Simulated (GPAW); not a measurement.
Crystal: C.

```
C
1.0
     1.22805   -2.12706    0.00000
     1.22805    2.12706    0.00000
     0.00000    0.00000    7.17327
C
4
Direct
  0.91662 0.08338 0.75314
  0.41662 0.58338 0.24686
  0.08338 0.91662 0.24686
  0.58338 0.41662 0.75314
```

This is a stacking variant of graphite.

Base run:

- Program: GPAW 26.7.0
- Functional: LDA
- Potentials or basis: the program's PAW data sets (release 1.2.1) made for this functional
- Cutoff: 800 eV
- Basis: pw
- k mesh: 10 × 10 × 3
- Occupations: fermi-dirac, width 0.05 eV
- Spin: no spin polarisation

Its results: pressure -4.1 GPa; largest force 0.019 eV/Å.

Q: The run is repeated on the same cell with these changes: functional from LDA to r2SCAN; potentials or basis from the program's PAW data sets (release 1.2.1) made for this functional to GPAW PAW data sets (gpaw-data 1.2.1). What comes out?

A: Pressure -0.5 GPa; largest force 0.016 eV/Å.

Caveats: the PAW data sets were made with another functional, which shifts forces and pressure a little (some runs).

Not every run made on this cell is shown here.
